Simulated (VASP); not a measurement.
# Mn3Si (Fm-3m) in VASP: single point with LDA

Aim: the single point of Mn3Si with LDA.

All numbers are computed with VASP 6.6.1; they aren't measurements. Logs are shortened: lines on timing, memory, paths and dates and some standing lists are left out, and cuts for length are marked.

## 1. The structure

It takes space group Fm-3m (No. 225, cubic). The conventional cell has a = 5.722 Å, b = 5.722 Å, c = 5.722 Å, α = 90.00°, β = 90.00°, γ = 90.00°. Around Mn (site symmetry m-3m) lie 8 Mn at 2.48 Å. Around Mn (site symmetry -43m) lie 4 Mn at 2.48 Å and 4 Si at 2.48 Å. Si (site symmetry m-3m) has 8 Mn at 2.48 Å as nearest neighbours.

## 2. Single point, LDA, collinear spin, typed start

INCAR

```
SYSTEM = Mn3Si
PREC = Accurate
ENCUT = 520
EDIFF = 1E-7
ISMEAR = 0
SIGMA = 0.05
LREAL = .False.
LASPH = .True.
NELM = 150
ALGO = Normal
ISIF = 2
LWAVE = .False.
LCHARG = .False.
ISPIN = 2
MAGMOM = 3.5 3.5 3.5 0
LORBIT = 11
LMAXMIX = 4
NBANDS = 34
```

KPOINTS

```
regular mesh
0
Gamma
  12 12 12
  0 0 0
```

POSCAR

```
Mn3Si
1.0
    0.0000000000      2.8610000000      2.8610000000
    2.8610000000      0.0000000000      2.8610000000
    2.8610000000      2.8610000000      0.0000000000
Mn Si
3 1
Direct
    0.5000000000      0.5000000000      0.5000000000
    0.2500000000      0.2500000000      0.2500000000
    0.7500000000      0.7500000000      0.7500000000
    0.0000000000      0.0000000000      0.0000000000
```

Potentials or basis: VASP PAW LDA potentials, release 64 (Mn_pv, Si).

On the command line:

```console
$ cat potpaw_LDA.64/Mn_pv/POTCAR potpaw_LDA.64/Si/POTCAR > POTCAR
$ mpirun -np 1 vasp_std > vasp.out
```

OUTCAR:

```text
SYSTEM = Mn3Si
   PREC = Accurate
   ENCUT = 520
   EDIFF = 1E-7
   ISMEAR = 0
   LREAL = .False.
   LASPH = .True.
   NELM = 150
   ISIF = 2
   ISPIN = 2
   LORBIT = 11

 ion  position               nearest neighbor table
   1  0.500  0.500  0.500-   2 2.48   2 2.48   2 2.48   3 2.48   3 2.48   3 2.48   3 2.48   2 2.48
                             4 2.86   4 2.86   4 2.86   4 2.86   4 2.86   4 2.86
   2  0.250  0.250  0.250-   4 2.48   4 2.48   4 2.48   1 2.48   1 2.48   1 2.48   4 2.48   1 2.48
                             3 2.86   3 2.86   3 2.86   3 2.86   3 2.86   3 2.86
   3  0.750  0.750  0.750-   1 2.48   1 2.48   1 2.48   4 2.48   4 2.48   4 2.48   4 2.48   1 2.48
                             2 2.86   2 2.86   2 2.86   2 2.86   2 2.86   2 2.86
   4  0.000  0.000  0.000-   3 2.48   3 2.48   3 2.48   2 2.48   2 2.48   2 2.48   3 2.48   2 2.48
                             1 2.86   1 2.86   1 2.86   1 2.86   1 2.86   1 2.86

  LATTYP: Found a face centered cubic cell.
 ALAT       =     5.7220000000

  Lattice vectors:

 A1 = (   0.0000000000,   2.8610000000,   2.8610000000)
 A2 = (   2.8610000000,   0.0000000000,   2.8610000000)
 A3 = (   2.8610000000,   2.8610000000,   0.0000000000)

Analysis of symmetry for initial positions (statically):
=====================================================================
 Subroutine PRICEL returns:
 Original cell was already a primitive cell.

 Routine SETGRP: Setting up the symmetry group for a
 face centered cubic supercell.

 Subroutine GETGRP returns: Found 48 space group operations
 (whereof 48 operations were pure point group operations)
 out of a pool of 48 trial point group operations.

The static configuration has the point symmetry O_h .

Analysis of symmetry for dynamics (positions and initial velocities):
=====================================================================
 Subroutine PRICEL returns:
 Original cell was already a primitive cell.

 Routine SETGRP: Setting up the symmetry group for a
 face centered cubic supercell.

 Subroutine GETGRP returns: Found 48 space group operations
 (whereof 48 operations were pure point group operations)
 out of a pool of 48 trial point group operations.

The dynamic configuration has the point symmetry O_h .

Analysis of structural, dynamic, and magnetic symmetry:
=====================================================================
 Subroutine PRICEL returns:
 Original cell was already a primitive cell.

 Routine SETGRP: Setting up the symmetry group for a
 face centered cubic supercell.

 Subroutine GETGRP returns: Found 48 space group operations
 (whereof 48 operations were pure point group operations)
 out of a pool of 48 trial point group operations.

The overall configuration has the point symmetry O_h .

 Subroutine INISYM returns: Found 48 space group operations
 (whereof 48 operations are pure point group operations),
 and found     1 'primitive' translations

----------------------------------------------------------------------------------------

                                     Primitive cell

  volume of cell :      46.8364

  direct lattice vectors                    reciprocal lattice vectors
     0.000000000  2.861000000  2.861000000    -0.174764069  0.174764069  0.174764069
     2.861000000  0.000000000  2.861000000     0.174764069 -0.174764069  0.174764069
     2.861000000  2.861000000  0.000000000     0.174764069  0.174764069 -0.174764069

  length of vectors
     4.046065002  4.046065002  4.046065002     0.302700246  0.302700246  0.302700246

  position of ions in fractional coordinates (direct lattice)
     0.500000000  0.500000000  0.500000000
     0.250000000  0.250000000  0.250000000
     0.750000000  0.750000000  0.750000000
     0.000000000  0.000000000  0.000000000

  ion indices of the primitive-cell ions
   primitive index   ion index
                 1           1
                 2           2
                 3           3
                 4           4

----------------------------------------------------------------------------------------

 KPOINTS: regular mesh

Automatic generation of k-mesh.
 Grid dimensions read from file:
 generate k-points for:   12   12   12

 Generating k-lattice:

  Cartesian coordinates                     Fractional coordinates (reciprocal lattice)
[... 22 lines left out ...]
  0.416667  0.000000  0.000000      8.000000
[... 16 lines left out ...]
  0.500000  0.166667  0.000000     24.000000
 -0.416667  0.166667  0.000000     24.000000
 [... further k-points ...]
   k-points           NKPTS =     72   k-points in BZ     NKDIM =     72   number of bands    NBANDS=     34
   number of dos      NEDOS =    301   number of ions     NIONS =      4
   total plane-waves  NPLWV =  27000
   dimension x,y,z NGX =    30 NGY =   30 NGZ =   30
   dimension x,y,z NGXF=    60 NGYF=   60 NGZF=   60
   ions per type =               3   1
   NGX,Y,Z   is equivalent  to a cutoff of  12.33, 12.33, 12.33 a.u.
   NGXF,Y,Z  is equivalent  to a cutoff of  24.65, 24.65, 24.65 a.u.
 SYSTEM =  Mn3Si
   PREC   = accura    normal or accurate (medium, high low for compatibility)
   ISTART =      0    job   : 0-new  1-cont  2-samecut
   ICHARG =      2    charge: 1-file 2-atom 10-const
   ISPIN  =      2    spin polarized calculation?
   LNONCOLLINEAR =      F non collinear calculations
   LSORBIT =      F    spin-orbit coupling
   LASPH  =      T    aspherical Exc in radial PAW
   ENCUT  =  520.0 eV  38.22 Ry    6.18 a.u.   7.52  7.52  7.52*2*pi/ulx,y,z
   NELM   =    150;   NELMIN=  2; NELMDL= -5     # of ELM steps
   EDIFF  = 0.1E-06   stopping-criterion for ELM
   LREAL  =      F    real-space projection
   EDIFFG = 0.1E-05   stopping-criterion for IOM
   NSW    =      0    number of steps for IOM
   IBRION =     -1    ionic relax: 0-MD 1-quasi-New 2-CG
   NFREE  =      0    steps in history (QN), initial steepest desc. (CG)
   ISIF   =      2    stress and relaxation
   ISYM   =      2    0-nonsym 1-usesym 2-fastsym
   POTIM  = 0.5000    time-step for ionic-motion
   TEBEG  =    0.0;   TEEND  =   0.0 temperature during run
   PSTRESS=    0.0 pullay stress
   NELECT =      43.0000    total number of electrons
   NUPDOWN=      -1.0000    fix difference up-down
   EMIN   =  10.00;   EMAX   =-10.00  energy-range for DOS
   EFERMI =   0.00;   METHOD = LEGACY
   ISMEAR =     0;   SIGMA  =   0.05  broadening in eV -4-tet -1-fermi 0-gaus
   EFERMI_NEDOS =   21; number of points for ismear=-14 and -15
   IALGO  =     38    algorithm
   IMIX   =      4    mixing-type and parameters
     AMIX     =   0.40;   BMIX     =  1.00
     AMIX_MAG =   1.60;   BMIX_MAG =  1.00
  volume/ion in A,a.u.               =      11.71        79.02
  Fermi-wavevector in a.u.,A,eV,Ry     =   1.591121  3.006782 34.445395  2.531665
  Thomas-Fermi vector in A             =   2.689710
   LORBIT       =     11    0 simple, 1 ext, 2 COOP (PROOUT), +10 PAW based schemes
   GGA     = CA    functional components
   LHFCALC =     F    Hartree Fock is set to
   AEXX    =    0.0000 exact exchange contribution
   IVDW    =     0    specifies the selected vdW correction
   LEPSILON=     F    determine dielectric tensor
   LRPA    =     F    only Hartree local field effects (RPA)
 spin polarized calculation
 Gauss-broadening in eV      SIGMA  =   0.05
  energy-cutoff  :      520.00
  volume of cell :       46.84
 maximum number of plane-waves:      1283
   NGX = 15   NGY = 15   NGZ = 15

 number of electron      43.0000000 magnetization      10.5000000

 number of electron      43.0000044 magnetization       1.0594892

 Free energy of the ion-electron system (eV)
  ---------------------------------------------------
  ext. energy  EPLUGINS =         0.00000000
  ---------------------------------------------------
  free energy    TOTEN  =       -37.23886266 eV

  energy without entropy =      -37.23324941  energy(sigma->0) =      -37.23605604

 E-fermi :  10.0593     XC(G=0): -13.3968

 val. band max:       10.0531872479   @ k =   0.4167   0.4167   0.0000
 cond. band min:      10.0611584749   @ k =   0.2500   0.1667   0.0000
 fundamental gap:      0.0079712270
 Fermi energy:        10.0592540519

 spin component 1

 k-point     1 :       0.0000    0.0000    0.0000
  band No.  band energies     occupation
      1     -38.6099      1.00000
      2     -38.6099      1.00000
      3     -38.6099      1.00000
      4     -36.9717      1.00000
      5     -36.9717      1.00000
      6     -36.9717      1.00000
[... 853 lines left out ...]
     32      19.7135      0.00000
     33      20.6400      0.00000

 [... further k-points ...]

 spin component 2

 k-point     1 :       0.0000    0.0000    0.0000
  band No.  band energies     occupation
      1     -37.5994      1.00000
      2     -37.5994      1.00000
      3     -37.5994      1.00000
      4     -37.5357      1.00000
      5     -37.5357      1.00000
      6     -37.5357      1.00000
[... 853 lines left out ...]
     32      19.7939      0.00000
     33      20.8084      0.00000

 [... further k-points ...]

 [bands above 33 left out]

------------------------ aborting loop because EDIFF is reached ----------------------------------------

  FORCE on cell =-STRESS in cart. coord.  units (eV):
  Direction    XX          YY          ZZ          XY          YZ          ZX
  --------------------------------------------------------------------------------------
  -------------------------------------------------------------------------------------
  Total       -6.9578434     -6.9578434     -6.9578434     -0.0000000      0.0000000      0.0000000
  in kB     -238.0135388   -238.0135388   -238.0135388     -0.0000000      0.0000000      0.0000000
  external PRESSURE =    -238.0135388 kB  Pullay stress =       0.0000000 kB

 VOLUME and BASIS-vectors are now :
 -----------------------------------------------------------------------------
  energy-cutoff  :      520.00
  volume of cell :       46.84
      direct lattice vectors                 reciprocal lattice vectors
     0.000000000  2.861000000  2.861000000    -0.174764069  0.174764069  0.174764069
     2.861000000  0.000000000  2.861000000     0.174764069 -0.174764069  0.174764069
     2.861000000  2.861000000  0.000000000     0.174764069  0.174764069 -0.174764069

 POSITION                                       TOTAL-FORCE (eV/Angst)
 -----------------------------------------------------------------------------------
      2.86100      2.86100      2.86100         0.000000     -0.000000      0.000000
      1.43050      1.43050      1.43050         0.000000      0.000000      0.000000
      4.29150      4.29150      4.29150        -0.000000     -0.000000     -0.000000
      0.00000      0.00000      0.00000         0.000000     -0.000000      0.000000
 -----------------------------------------------------------------------------------
    total drift:                                0.000000     -0.000000      0.000000

  FREE ENERGIE OF THE ION-ELECTRON SYSTEM (eV)
  ---------------------------------------------------
  free  energy   TOTEN  =       -37.2388626606 eV

  energy  without entropy=      -37.2332494138  energy(sigma->0) =      -37.23605604

 total charge

# of ion       s       p       d       tot
------------------------------------------
    1        0.375   6.346   5.101  11.822
    2        0.335   6.344   5.243  11.922
    3        0.335   6.344   5.243  11.922
    4        0.726   0.891   0.000   1.617
--------------------------------------------------
tot          1.771  19.926  15.586  37.283

 magnetization (x)

# of ion       s       p       d       tot
------------------------------------------
    1        0.019   0.020   2.283   2.322
    2       -0.005  -0.011  -0.653  -0.668
    3       -0.005  -0.011  -0.653  -0.668
    4        0.019   0.017   0.000   0.036
--------------------------------------------------
tot          0.029   0.016   0.977   1.022
```

Wall time 3.5 min (1 thread of Intel Xeon 6975P-C (Granite Rapids), shared host); peak memory 0.27 GiB.

What came out:

- Free energy: -37.2389 eV
- Pressure: -23.8 GPa
- Band gap on the k mesh: none (metal or under the smearing width)
- Net moment: 1.06 μB per cell
- Site moments: Mn +2.32, -0.67; Si +0.04 μB
- Valence electrons inside the program's atomic spheres: Mn 11.82, 11.92; Si 1.62

Caveat: so large a pressure means that the cell lies far from this level's equilibrium, or that cutoff or potentials fall short.
